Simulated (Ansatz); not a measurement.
The system is Sb, a slab with vacuum.

```xyz
7
Lattice="3.3690 0.0000 0.0000 -1.6845 2.9176 0.0000 0.0000 0.0000 30.9900" Properties=species:S:1:pos:R:3 pbc="T T T"
Sb    1.6845    0.9725    7.5000
Sb    0.0000    1.9451   10.1650
Sb    1.6845    0.9725   12.8300
Sb    0.0000    1.9451   15.4950
Sb    1.6845    0.9725   18.1600
Sb    0.0000    1.9451   20.8250
Sb    1.6845    0.9725   23.4900
```

The cell isn't the ideal one: the (0 0 1) slab of Sb, cut from the database cell, not relaxed.

Below is the output of Ansatz 0.2.0 for this cell. Logs are shortened: lines on timing, memory, paths and dates and some standing lists are left out, and cuts for length are marked.

```text
Warning: RAYON_NUM_THREADS=4 ignored (pool sized by the plan → 4); use --threads N
Engine: ansatz 0.2.0, aarch64-unknown-linux-gnu
Pseudopotentials: kind: paw
Pseudopotential: Sb, paw, valence charge 15, recommended cutoff 420 eV (normal), Sb.paw.azcp
Functional definition: PBE
  parameter kappa = 0.804
  parameter beta = 0.06672455060314922
  exchange = pbe_x(kappa = kappa, mu = beta*pi^2/3)
  correlation = pbe_c(beta = beta)
Crystal: 7 atoms, lattice volume = 304.617 Å³
Basis set: ecut = 420 eV, 5995 PW (Γ), exchange–correlation on 48×48×432 points (8 copies of the dense FFT grid, shifted against one another)
Bands: 63, of which v1, the nominal top of the filled ones, is band 53 counted from 1 (52 counted from 0)
Symmetry: 6 space group operations
k-points: 12 of 81 (time reversal used)
[... 38 lines left out ...]
  E_efield     = 0.000000  (sawtooth field / dipole correction)
  E_vefield    = 0.000000  (∫n·V_field dr)
  E_ewald      = 31784.133758
  E_smearing   = -0.030428  (= −TS)
  E_closure    = 0.000000  (closes the sum)
  Σ components = -45389.154428   (vs F -45389.154428, Δ=0.00e0)
--- Forces (eV/Å), atoms counted from 1 ---
  atom   1  Sb    -0.00000000     0.00000000     0.16925871
  atom   2  Sb     0.00000000    -0.00000000    -0.36198941
  atom   3  Sb     0.00000000     0.00000000     0.09983595
  atom   4  Sb    -0.00000000    -0.00000000     0.00000018
  atom   5  Sb     0.00000000     0.00000000    -0.09983609
  atom   6  Sb    -0.00000000    -0.00000000     0.36198908
  atom   7  Sb    -0.00000000    -0.00000000    -0.16925882
  max |Σ_I F_I| component: 4.00e-7 eV/Å
--- Band table (eV; the first three rows and the last of 12) ---
  k-point 0: bands = ["-23.7367", "-23.7322", "-23.7322", "-23.7095", "-23.7095", "-23.7084", "-23.7084", "-23.7051", "-23.7051", "-23.6975", "-23.6975", "-23.6912", "-23.6912", "-23.6904", "-23.6904", "-23.6669", "-23.6667", "-23.6515", "-23.6515", "-23.6459", "-23.6459", "-23.6152", "-23.6152", "-23.6114", "-23.6114", "-23.5792", "-23.5792", "-23.5792", "-23.5792", "-23.5508", "-23.5508", "-23.5137", "-23.5137", "-23.5137", "-23.5137", "-7.4085", "-7.1072", "-6.6225", "-5.9570", "-5.1791", "-4.3114", "-3.5685", "0.1835", "1.3620", "2.8926", "4.6272", "6.4474", "8.2141", "9.0612", "9.0612", "9.2933", "9.2933", "9.4080", "9.6041", "9.6344", "9.6344", "10.0526", "10.0526", "10.4185", "10.4185", "10.6858", "10.6858", "10.7328"]
  k-point 1: bands = ["-23.7340", "-23.7294", "-23.7293", "-23.7091", "-23.7087", "-23.7063", "-23.7031", "-23.7024", "-23.7022", "-23.6972", "-23.6957", "-23.6950", "-23.6949", "-23.6913", "-23.6901", "-23.6612", "-23.6609", "-23.6506", "-23.6452", "-23.6443", "-23.6398", "-23.6180", "-23.6155", "-23.6152", "-23.6111", "-23.5802", "-23.5801", "-23.5714", "-23.5714", "-23.5455", "-23.5455", "-23.5171", "-23.5171", "-23.5144", "-23.5144", "-7.1913", "-6.8906", "-6.4073", "-5.7441", "-4.9709", "-4.1111", "-3.3792", "0.4042", "1.5652", "3.0696", "4.7641", "6.5167", "7.1918", "7.4717", "7.9068", "8.1697", "8.3447", "8.4826", "8.6120", "9.0220", "9.0910", "9.2774", "9.5524", "9.6515", "9.6904", "9.8319", "10.0894", "10.5697"]
  k-point 2: bands = ["-23.7327", "-23.7286", "-23.7285", "-23.7140", "-23.7075", "-23.7055", "-23.7043", "-23.7030", "-23.7005", "-23.7000", "-23.6954", "-23.6915", "-23.6792", "-23.6778", "-23.6761", "-23.6608", "-23.6606", "-23.6369", "-23.6329", "-23.6253", "-23.6239", "-23.6239", "-23.6228", "-23.6161", "-23.6102", "-23.5843", "-23.5843", "-23.5514", "-23.5514", "-23.5307", "-23.5307", "-23.5252", "-23.5252", "-23.5161", "-23.5161", "-6.5448", "-6.2466", "-5.7684", "-5.1145", "-4.3587", "-3.5292", "-2.8398", "1.0455", "2.1118", "3.3891", "4.3636", "4.5122", "4.8316", "5.3657", "5.7663", "6.2350", "6.7745", "7.2437", "7.3863", "7.4589", "7.5386", "7.9991", "8.6074", "8.7990", "9.2644", "9.6492", "9.9120", "10.2592"]
  k-point 11: bands = ["-23.7334", "-23.7228", "-23.7179", "-23.7147", "-23.7124", "-23.7077", "-23.7069", "-23.7033", "-23.6987", "-23.6767", "-23.6727", "-23.6696", "-23.6695", "-23.6693", "-23.6679", "-23.6378", "-23.6341", "-23.6257", "-23.6185", "-23.6175", "-23.6170", "-23.6166", "-23.6121", "-23.6100", "-23.6064", "-23.5443", "-23.5443", "-23.5438", "-23.5438", "-23.5337", "-23.5337", "-23.5316", "-23.5316", "-23.5039", "-23.5039", "-2.6371", "-2.5945", "-2.5030", "-2.4258", "-2.3724", "-2.0792", "-2.0591", "1.1026", "1.3692", "1.4057", "1.4327", "1.8813", "1.9301", "2.1433", "2.5163", "2.7455", "3.0436", "3.2304", "3.4811", "3.9750", "4.5589", "5.1399", "5.5686", "6.2066", "6.9264", "7.4854", "8.2904", "8.5837"]
```

Task: What input gives this log?

Result: Single point with PBE, no spin polarisation. The files as run (others can give the same):

input.yaml
```yaml
crystal:
  lattice:
    - [3.3690001795, 0.0, 0.0]
    - [-1.6845000897, 2.9176397408, 0.0]
    - [0.0, 0.0, 30.99]
  atoms:
    - { symbol: Sb, position: [0.6666666667, 0.3333333334, 0.2420135528] }
    - { symbol: Sb, position: [0.3333333333, 0.6666666666, 0.3280090352] }
    - { symbol: Sb, position: [0.6666666667, 0.3333333334, 0.4140045176] }
    - { symbol: Sb, position: [0.3333333333, 0.6666666666, 0.5] }
    - { symbol: Sb, position: [0.6666666667, 0.3333333334, 0.5859954824] }
    - { symbol: Sb, position: [0.3333333333, 0.6666666666, 0.6719909648] }
    - { symbol: Sb, position: [0.6666666667, 0.3333333334, 0.7579864472] }
hamiltonian:
  xc: pbe
  pseudopotentials: { kind: paw }
kpoints:
  mp_grid: { grid: [9, 9, 1] }
scf:
  occupations: { method: fermi_dirac, width: 0.05 }
output:
  forces: true
  eigenvalues: true
efield:
  axis: 3
  dipole_correction: true
  ramp_width: 0.04
```

Potentials or basis: Ansatz PAW.
Run with:
```bash
$ ansatz run input.yaml --threads 4 --pin off --max-ram 11264MiB --backend cpu --events-out ev --progress --plain --runs-dir out
```
